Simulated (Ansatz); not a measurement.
# GePt: rattling a relaxed structure

The cell was reached from a generator's guess, though it ends in a space group that the part of the Crystallography Open Database at hand lists for this formula.

All numbers below come from DFT PBE, scalar-relativistic, plane waves, PAW (Ansatz). Cutoff 420 eV; k points 6×8×6 on the computed 8-atom cell (Γ-centred); Gaussian smearing, width 0.10 eV; no spin polarisation.

The cell below (8 atoms, space group Pnma (No. 62)) is relaxed within its symmetry.

```
Ge Pt
1.0
     5.81833    0.00000    0.00000
     0.00000    3.75248    0.00000
     0.00000    0.00000    6.18484
Ge Pt
4 4
Direct
  0.18674 0.25000 0.58812
  0.31326 0.75000 0.08812
  0.81326 0.75000 0.41188
  0.68674 0.25000 0.91188
  0.49771 0.25000 0.30731
  0.00229 0.75000 0.80731
  0.50229 0.75000 0.69269
  0.99771 0.25000 0.19269
```

For the test it was strained at random (σ = 1.5 % a component), the atoms were moved at random (σ = 0.15 Å), and all was relaxed again on a coarse 6×4×4 mesh (in the run’s order of axes) with 0.20 eV smearing, with no symmetry imposed.

Spin–orbit coupling, which can matter for Pt, is left out.

Question: What happens?

Answer: It returns, within 1 meV/atom of the unmoved cell on that mesh and with the same symmetry when read at 0.1 Å. No instability shows in this cell; modes of other wave vectors, which need another repeat, aren't tested.
